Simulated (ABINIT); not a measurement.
# Ge (P6_3/mmc) in ABINIT: notebook

Runs on Ge. Level: PBE. Tasks: single point.

All numbers are computed with ABINIT 10.8.3 (patched build); they aren't measurements. Logs are shortened: lines on timing, memory, paths and dates and some standing lists are left out, and cuts for length are marked. The log counts tension as positive stress, the text compression.

**1. The structure**

Symmetry: P6_3/mmc, No. 194, hexagonal system. The conventional cell has a = 3.998 Å, b = 3.998 Å, c = 6.599 Å, α = 90.00°, β = 90.00°, γ = 120.00°. Ge (site symmetry 3m) is surrounded by 4 Ge at 2.45 to 2.47 Å.

This isn't the form of Ge at room conditions, which is diamond.

**2. Single point, PBE**

Input file run.abi:

```
# Pseudopotentials
pp_dirpath "./"
pseudos "Ge.upf"

# Structure
acell 3*1.0 Angstrom
rprim
     3.9975858431     0.0000000000     0.0000000000
    -1.9987929216     3.4620108940     0.0000000000
     0.0000000000     0.0000000000     6.5993779500
ntypat 1
znucl 32
natom 4
typat 1 1 1 1
xred
     0.3333333333     0.6666666667     0.9370987500
     0.6666666667     0.3333333333     0.4370987500
     0.3333333333     0.6666666667     0.5629012500
     0.6666666667     0.3333333333     0.0629012500

# Plane-wave basis
ecut 40.0

# k points
kptopt 1
ngkpt 8 8 4
nshiftk 1
shiftk 0.0 0.0 0.0

# Exchange and correlation
ixc 11

# Bands and occupations
nband 34
occopt 3
tsmear 0.05 eV

# SCF cycle
nstep 100
tolvrs 1.0e-10

# Output
iomode 3
prtwf 0
prteig 0
prtebands 0
enunit 2
prtden 1
prtvha 1
prtvclmb 1
prtpot 1
prtelf 1
```

Potentials or basis: PseudoDojo NC SR PBE v0.4.1 standard.

The run is started by

```console
> abinit run.abi > log 2>&1
```

run.abo:

```text
.Version 10.8.3 of ABINIT
 Symmetries : space group P6_3/m m c (#194); Bravais hP (primitive hexag.)
================================================================================
 Values of the parameters that define the memory need of the present run
     intxc =       0    ionmov =       0      iscf =       7    lmnmax =       6
     lnmax =       6     mgfft =      72  mpssoang =       3    mqgrid =    3551
     natom =       4  nloc_mem =       1    nspden =       1   nspinor =       1
    nsppol =       1      nsym =      24    n1xccc =    2501    ntypat =       1
    occopt =       3   xclevel =       2
       mpw =        7462          nfft =      145800          nkpt =          30
================================================================================
================================================================================

--------------------------------------------------------------------------------
------------- Echo of variables that govern the present computation ------------
--------------------------------------------------------------------------------
 -outvars: echo values of preprocessed input variables --------
            acell      1.8897261259E+00  1.8897261259E+00  1.8897261259E+00 Bohr
              amu      7.26100000E+01
             ecut      4.00000000E+01 Hartree
           enunit           2
              ixc          11
         kptrlatt        8    0    0      0    8    0      0    0    4
          kptrlen      4.98840677E+01
            natom           4
            nband          34
            ngfft          45      45      72
             nkpt          30
            nstep         100
             nsym          24
           ntypat           1
           occopt           3
        prtebands           0
           prteig           0
           prtelf           1
           prtpot           1
         prtvclmb           1
           prtvha           1
            prtwf           0
            rprim      3.9975858431E+00  0.0000000000E+00  0.0000000000E+00
                      -1.9987929216E+00  3.4620108940E+00  0.0000000000E+00
                       0.0000000000E+00  0.0000000000E+00  6.5993779500E+00
          spgroup         194
           tolvrs      1.00000000E-10
           tsmear      1.83746611E-03 Hartree
            typat      1  1  1  1
           xangst     -3.3333577440E-11  2.3080072627E+00  6.1842688277E+00
                       1.9987929215E+00  1.1540036313E+00  2.8845798527E+00
                      -3.3333577440E-11  2.3080072627E+00  3.7147980973E+00
                       1.9987929215E+00  1.1540036313E+00  4.1510912228E-01
            xcart     -6.2991332158E-11  4.3615016230E+00  1.1686574373E+01
                       3.7771712041E+00  2.1807508115E+00  5.4510659100E+00
                      -6.2991332158E-11  4.3615016230E+00  7.0199510169E+00
                       3.7771712041E+00  2.1807508115E+00  7.8444255347E-01
             xred      3.3333333333E-01  6.6666666667E-01  9.3709875000E-01
                       6.6666666667E-01  3.3333333333E-01  4.3709875000E-01
                       3.3333333333E-01  6.6666666667E-01  5.6290125000E-01
                       6.6666666667E-01  3.3333333333E-01  6.2901250000E-02
            znucl       32.00000

================================================================================

 chkinp: Checking input parameters for consistency.

================================================================================
== DATASET  1 ==================================================================

--- !DatasetInfo
iteration_state: {dtset: 1, }
dimensions: {natom: 4, nkpt: 30, mband: 34, nsppol: 1, nspinor: 1, nspden: 1, mpw: 7462, }
cutoff_energies: {ecut:  40.0, pawecutdg:  -1.0, }
electrons: {nelect:   5.60000000E+01, charge:   0.00000000E+00, occopt:   3.00000000E+00, tsmear:   1.83746611E-03, }
meta: {optdriver: 0, ionmov: 0, optcell: 0, iscf: 7, paral_kgb: 0, }
...

 Exchange-correlation functional for the present dataset will be:
  GGA: Perdew-Burke-Ernzerhof functional - ixc=11
  J.P.Perdew, K.Burke, M.Ernzerhof, PRL 77, 3865 (1996)

 Real(R)+Recip(G) space primitive vectors, cartesian coordinates (Bohr,Bohr^-1):
 R(1)=  7.5543424  0.0000000  0.0000000  G(1)=  0.1323742  0.0764263  0.0000000
 R(2)= -3.7771712  6.5422524  0.0000000  G(2)=  0.0000000  0.1528526  0.0000000
 R(3)=  0.0000000  0.0000000 12.4710169  G(3)=  0.0000000  0.0000000  0.0801859
 Unit cell volume ucvol=  6.1634777E+02 bohr^3
 Angles (23,13,12)=  9.00000000E+01  9.00000000E+01  1.20000000E+02 degrees

 getcut: wavevector=  0.0000  0.0000  0.0000  ngfft=  45  45  72
         ecut(hartree)=     40.000   => boxcut(ratio)=   2.02785

--- Pseudopotential description ------------------------------------------------
- pspini: atom type   1  psp file is ./Ge.upf
12 -101130 2 -1 1560                          pspcod,pspxc,lmax,lloc,mmax
     nproj     2     2     2

   6.92415076E+03                                ecore*ucvol(ha*bohr**3)
--------------------------------------------------------------------------------

================================================================================

--- !BeginCycle
iteration_state: {dtset: 1, }
solver: {iscf: 7, nstep: 100, nline: 4, wfoptalg: 0, }
tolerances: {tolvrs: 1.00E-10, }
...

     iter   Etot(hartree)      deltaE(h)  residm     vres2
 ETOT  1  -352.44364604054    -3.524E+02 8.782E-01 5.802E+02
 ETOT  2  -357.12689595765    -4.683E+00 3.690E-02 8.228E+02
 ETOT  3  -357.25031041307    -1.234E-01 2.276E-02 1.833E+02
 ETOT  4  -357.25963457786    -9.324E-03 1.336E-03 1.285E+02
 ETOT  5  -357.28089259527    -2.126E-02 1.500E-03 1.227E+00
 ETOT  6  -357.28106690712    -1.743E-04 2.787E-04 1.873E-01
 ETOT  7  -357.28109682651    -2.992E-05 2.406E-04 2.609E-03
 ETOT  8  -357.28109725066    -4.241E-07 3.150E-04 3.974E-05
 ETOT  9  -357.28109725681    -6.152E-09 1.898E-04 3.645E-06
 ETOT 10  -357.28109725741    -5.989E-10 1.683E-04 7.553E-09
 ETOT 11  -357.28109725741     1.876E-12 1.083E-04 3.235E-10
 ETOT 12  -357.28109725741     2.728E-12 9.323E-05 6.417E-12

 At SCF step   12       vres2   =  6.42E-12 < tolvrs=  1.00E-10 =>converged.

 Compute ELF
--------------------------------------------------------------------------------

 Compute kinetic energy density

 Compute gradient of the electron density
 Electron Localization Function (ELF) [min:0;max:1]
)     Maximum=    7.8143E-01  at reduced coord.    0.3333    0.6667    0.7500
)     Minimum=    1.6894E-08  at reduced coord.    0.6667    0.3333    0.0694
   Integrated=    1.8632E+02

--------------------------------------------------------------------------------
 End of ELF section

 Cartesian components of stress tensor (hartree/bohr^3)
  sigma(1 1)= -1.07060117E-04  sigma(3 2)=  0.00000000E+00
  sigma(2 2)= -1.07060118E-04  sigma(3 1)=  0.00000000E+00
  sigma(3 3)= -9.77857742E-05  sigma(2 1)=  2.61700051E-13

--- !ResultsGS
iteration_state: {dtset: 1, }
comment   : Summary of ground state results
lattice_vectors:
- [  7.5543424,   0.0000000,   0.0000000, ]
- [ -3.7771712,   6.5422524,   0.0000000, ]
- [  0.0000000,   0.0000000,  12.4710169, ]
lattice_lengths: [   7.55434,    7.55434,   12.47102, ]
lattice_angles: [ 90.000,  90.000, 120.000, ] # degrees, (23, 13, 12)
lattice_volume:   6.1634777E+02
convergence: {deltae:  2.728E-12, res2:  6.417E-12, residm:  9.323E-05, diffor: null, }
etotal    :  -3.57281097E+02
entropy   :   0.00000000E+00
fermie    :   1.48934098E-01
cartesian_stress_tensor: # hartree/bohr^3
- [ -1.07060117E-04,   2.61700051E-13,   0.00000000E+00, ]
- [  2.61700051E-13,  -1.07060118E-04,   0.00000000E+00, ]
- [  0.00000000E+00,   0.00000000E+00,  -9.77857742E-05, ]
pressure_GPa:   3.0589E+00
xred      :
- [  3.3333E-01,   6.6667E-01,   9.3710E-01, Ge]
- [  6.6667E-01,   3.3333E-01,   4.3710E-01, Ge]
- [  3.3333E-01,   6.6667E-01,   5.6290E-01, Ge]
- [  6.6667E-01,   3.3333E-01,   6.2901E-02, Ge]
cartesian_forces: # hartree/bohr
- [ -2.13862047E-28,  -7.81997634E-28,  -2.96485066E-04, ]
- [  7.12873491E-29,   1.68746858E-27,  -2.96485066E-04, ]
- [  7.12873491E-29,  -9.46628715E-28,   2.96485066E-04, ]
- [  7.12873491E-29,   4.11577702E-29,   2.96485066E-04, ]
force_length_stats: {min:   2.96485066E-04, max:   2.96485066E-04, mean:   2.96485066E-04, }
...

 Integrated electronic density in atomic spheres:
 ------------------------------------------------
 Atom  Sphere_radius  Integrated_density
    1        2.00000         11.55857826
    2        2.00000         11.55857826
    3        2.00000         11.55857826
    4        2.00000         11.55857826
================================================================================

 ----iterations are completed or convergence reached----

 Mean square residual over all n,k,spin=   96.137E-09; max=  93.232E-06
 reduced coordinates (array xred) for    4 atoms
       0.333333333333      0.666666666667      0.937098750000
       0.666666666667      0.333333333333      0.437098750000
       0.333333333333      0.666666666667      0.562901250000
       0.666666666667      0.333333333333      0.062901250000
 rms dE/dt=  2.1347E-03; max dE/dt=  3.6975E-03; dE/dt below (all hartree)
    1       0.000000000000      0.000000000000      0.003697470279
    2       0.000000000000     -0.000000000000      0.003697470279
    3       0.000000000000      0.000000000000     -0.003697470279
    4       0.000000000000      0.000000000000     -0.003697470279

 cartesian coordinates (angstrom) at end:
    1     -0.00000000003333     2.30800726266667     6.18426882772256
    2      1.99879292153333     1.15400363133333     2.88457985272256
    3     -0.00000000003333     2.30800726266667     3.71479809727744
    4      1.99879292153333     1.15400363133333     0.41510912227744

 cartesian forces (hartree/bohr) at end:
    1     -0.00000000000000    -0.00000000000000    -0.00029648506616
    2      0.00000000000000     0.00000000000000    -0.00029648506616
    3      0.00000000000000    -0.00000000000000     0.00029648506616
    4      0.00000000000000     0.00000000000000     0.00029648506616
 frms,max,avg= 1.7117573E-04 2.9648507E-04   0.000E+00  0.000E+00  0.000E+00 h/b

 cartesian forces (eV/Angstrom) at end:
    1     -0.00000000000000    -0.00000000000000    -0.01524587508797
    2      0.00000000000000     0.00000000000000    -0.01524587508797
    3      0.00000000000000    -0.00000000000000     0.01524587508797
    4      0.00000000000000     0.00000000000000     0.01524587508797
 frms,max,avg= 8.8022101E-03 1.5245875E-02   0.000E+00  0.000E+00  0.000E+00 e/A
 length scales=  1.889726125908  1.889726125908  1.889726125908 bohr
              =  1.000000000000  1.000000000000  1.000000000000 angstroms
 Fermi (or HOMO) energy (hartree) =   0.14893   Average Vxc (hartree)=  -0.36750
 Eigenvalues (hartree) for nkpt=  30  k points:
 kpt#   1, nband= 34, wtk=  0.00391, kpt=  0.0000  0.0000  0.0000 (reduced coord)
  -0.76863   -0.76863   -0.76724   -0.76723   -0.76723   -0.76677   -0.76634   -0.76634
  -0.76444   -0.76444   -0.75991   -0.75991   -0.75939   -0.75883   -0.75866   -0.75866
  -0.75804   -0.75804   -0.75693   -0.75693   -0.32142   -0.24657   -0.13153    0.09366
   0.09366    0.14214    0.14507    0.14770    0.15231    0.15231    0.23127    0.23127
   0.24911    0.31516
      occupation numbers for kpt#   1
   2.00000    2.00000    2.00000    2.00000    2.00000    2.00000    2.00000    2.00000
   2.00000    2.00000    2.00000    2.00000    2.00000    2.00000    2.00000    2.00000
   2.00000    2.00000    2.00000    2.00000    2.00000    2.00000    2.00000    2.00000
   2.00000    1.95165    1.78244    1.32335    0.27415    0.27415    0.00000    0.00000
   0.00000    0.00000
 prteigrs : prtvol=0 or 1, do not print more k-points.

 Fermi (or HOMO) energy (eV) =   4.05270   Average Vxc (eV)= -10.00012
 Eigenvalues (   eV  ) for nkpt=  30  k points:
 kpt#   1, nband= 34, wtk=  0.00391, kpt=  0.0000  0.0000  0.0000 (reduced coord)
 -20.91543  -20.91543  -20.87770  -20.87740  -20.87740  -20.86488  -20.85324  -20.85324
 -20.80138  -20.80138  -20.67809  -20.67809  -20.66419  -20.64884  -20.64422  -20.64422
 -20.62745  -20.62745  -20.59707  -20.59707   -8.74630   -6.70948   -3.57915    2.54860
   2.54860    3.86780    3.94754    4.01916    4.14469    4.14469    6.29305    6.29305
   6.77873    8.57600
 prteigrs : prtvol=0 or 1, do not print more k-points.

--- !EnergyTerms
iteration_state     : {dtset: 1, }
comment             : Components of total free energy in Hartree
kinetic             :  2.68157372740145E+02
hartree             :  1.11316889800159E+02
xc                  : -8.73110279084752E+01
Ewald energy        : -1.96672286967369E+02
psp_core            :  1.12341620258270E+01
local_psp           : -2.75549317418171E+02
non_local_psp       : -1.88456844890718E+02
internal            : -3.57281052618604E+02
'-kT*entropy'       : -4.46388018658683E-05
total_energy        : -3.57281097257405E+02
total_energy_eV     : -9.72211393585916E+03
band_energy         : -3.14677296537126E+01
...

 Cartesian components of stress tensor (hartree/bohr^3)
  sigma(1 1)= -1.07060117E-04  sigma(3 2)=  0.00000000E+00
  sigma(2 2)= -1.07060118E-04  sigma(3 1)=  0.00000000E+00
  sigma(3 3)= -9.77857742E-05  sigma(2 1)=  2.61700051E-13

-Cartesian components of stress tensor (GPa)         [Pressure=  3.0589E+00 GPa]
- sigma(1 1)= -3.14981738E+00  sigma(3 2)=  0.00000000E+00
- sigma(2 2)= -3.14981741E+00  sigma(3 1)=  0.00000000E+00
- sigma(3 3)= -2.87695680E+00  sigma(2 1)=  7.69948133E-09

== END DATASET(S) ==============================================================
================================================================================

 -outvars: echo values of variables after computation  --------
            acell      1.8897261259E+00  1.8897261259E+00  1.8897261259E+00 Bohr
           etotal     -3.5728109726E+02
            fcart     -2.1386204736E-28 -7.8199763387E-28 -2.9648506616E-04
                       7.1287349120E-29  1.6874685783E-27 -2.9648506616E-04
                       7.1287349120E-29 -9.4662871468E-28  2.9648506616E-04
                       7.1287349120E-29  4.1157770205E-29  2.9648506616E-04
            rprim      3.9975858431E+00  0.0000000000E+00  0.0000000000E+00
                      -1.9987929216E+00  3.4620108940E+00  0.0000000000E+00
                       0.0000000000E+00  0.0000000000E+00  6.5993779500E+00
           strten     -1.0706011685E-04 -1.0706011754E-04 -9.7785774180E-05
                       0.0000000000E+00  0.0000000000E+00  2.6170005134E-13
           xangst     -3.3333577440E-11  2.3080072627E+00  6.1842688277E+00
                       1.9987929215E+00  1.1540036313E+00  2.8845798527E+00
                      -3.3333577440E-11  2.3080072627E+00  3.7147980973E+00
                       1.9987929215E+00  1.1540036313E+00  4.1510912228E-01
             xred      3.3333333333E-01  6.6666666667E-01  9.3709875000E-01
                       6.6666666667E-01  3.3333333333E-01  4.3709875000E-01
                       3.3333333333E-01  6.6666666667E-01  5.6290125000E-01
                       6.6666666667E-01  3.3333333333E-01  6.2901250000E-02
 Calculation completed.
```

Wall time 5.4 min (1 thread of Arm Neoverse V1, shared host); peak memory 0.2 GiB.

Results:

```yaml
Free_energy: -9722.1139 eV
Pressure: 3.1 GPa
Largest_force: 0.015 eV/Å
Band_gap_on_the_k_mesh: 0.13 eV, direct
Valence_electrons_inside_the_program's_atomic_spheres: Ge 11.56 (radii [1.0584] Å)
```

Forces in eV/Å, atoms in the order of the input:
```
Ge   0.000  0.000 -0.015
Ge   0.000  0.000 -0.015
Ge   0.000  0.000  0.015
Ge   0.000  0.000  0.015
```

Stress tensor (GPa, compression positive):
```
3.15 0.00 0.00
0.00 3.15 0.00
0.00 0.00 2.88
```

**3. Single point, PBE**

Edit run.abi of step 2 so:

```diff
@@ -21,3 +21,3 @@
 # Plane-wave basis
-ecut 40.0
+ecut 39.0
```

Potentials or basis: PseudoDojo NC SR PBE v0.5 standard.

The run is started by

```console
> abinit run.abi > log 2>&1
```

Wall time 5.5 min (1 thread of Arm Neoverse V1, shared host); peak memory 0.2 GiB.

Results (log left out):

| Property | Result |
| --- | --- |
| Free energy | -9722.1136 eV |
| Pressure | 3.0 GPa |
| Largest force | 0.015 eV/Å |
| Band gap on the k mesh | 0.13 eV, direct |
| Valence electrons inside the program's atomic spheres | Ge 11.56 (radii [1.0584] Å) |

Forces in eV/Å, atoms in the order of the input:
```
Ge   0.000  0.000 -0.015
Ge   0.000  0.000 -0.015
Ge   0.000  0.000  0.015
Ge   0.000  0.000  0.015
```

Stress tensor (GPa, compression positive):
```
3.12 0.00 0.00
0.00 3.12 0.00
0.00 0.00 2.85
```

Levels at points of the mesh, in eV from the valence-band top:
```csv
k point,band 24,band 25,band 26,band 27,band 28,band 29,band 30,band 31,band 32,band 33
"(0.00, 0.00, 0.00)",-1.47,-1.47,-0.15,-0.07,0.00,0.13,0.13,2.27,2.27,2.76
"(0.50, 0.00, 0.00)",-6.74,-4.56,-3.05,-2.80,-1.44,0.55,1.66,3.58,3.71,4.33
"(0.00, 0.00, 0.50)",-4.80,-0.85,-0.85,-0.85,-0.85,0.70,0.70,3.38,3.38,3.38
"(0.50, 0.00, 0.50)",-7.86,-2.54,-2.54,-2.40,-2.40,0.54,0.54,2.13,2.13,6.11
```

A k mesh can miss the band edges.

**4. Single point, PBE**

Edit run.abi of step 3 so:

```diff
@@ -2,3 +2,3 @@
 pp_dirpath "./"
-pseudos "Ge.upf"
+pseudos "Ge_ONCV_PBE-1.2.upf"
 
@@ -21,3 +21,3 @@
 # Plane-wave basis
-ecut 39.0
+ecut 22.0
```

Potentials or basis: SG15 NC PBE v1.2.

The run is started by

```console
> abinit run.abi > log 2>&1
```

Run time: 1.8 min. Hardware: 1 thread of Arm Neoverse V1, shared host; peak memory 0.11 GiB.

The run converged. Its results:

```
Free energy                                           : -7704.8274 eV
Pressure                                              : 3.2 GPa
Largest force                                         : 0.037 eV/Å
Band gap on the k mesh                                : 0.11 eV, direct
Valence electrons inside the program's atomic spheres : Ge 11.52 (radii [1.0584] Å)
```

Forces on the atoms (eV/Å):
```
Ge   0.000  0.000 -0.037
Ge   0.000  0.000 -0.037
Ge   0.000  0.000  0.037
Ge   0.000  0.000  0.037
```

Stress tensor (GPa, compression positive):
```
3.25 0.00 0.00
0.00 3.25 0.00
0.00 0.00 3.05
```

Levels at points of the mesh, in eV from the valence-band top:
```csv
k point,band 25,band 26,band 27,band 28,band 29,band 30,band 31,band 32
"(0.00, 0.00, 0.00)",-1.48,-0.17,-0.08,0.00,0.11,0.11,2.27,2.27
"(0.50, 0.00, 0.00)",-4.58,-3.07,-2.81,-1.45,0.54,1.66,3.57,3.71
"(0.00, 0.00, 0.50)",-0.86,-0.86,-0.86,-0.86,0.69,0.69,3.37,3.37
"(0.50, 0.00, 0.50)",-2.55,-2.55,-2.41,-2.41,0.54,0.54,2.12,2.12
```

[end of part 1 of 2]
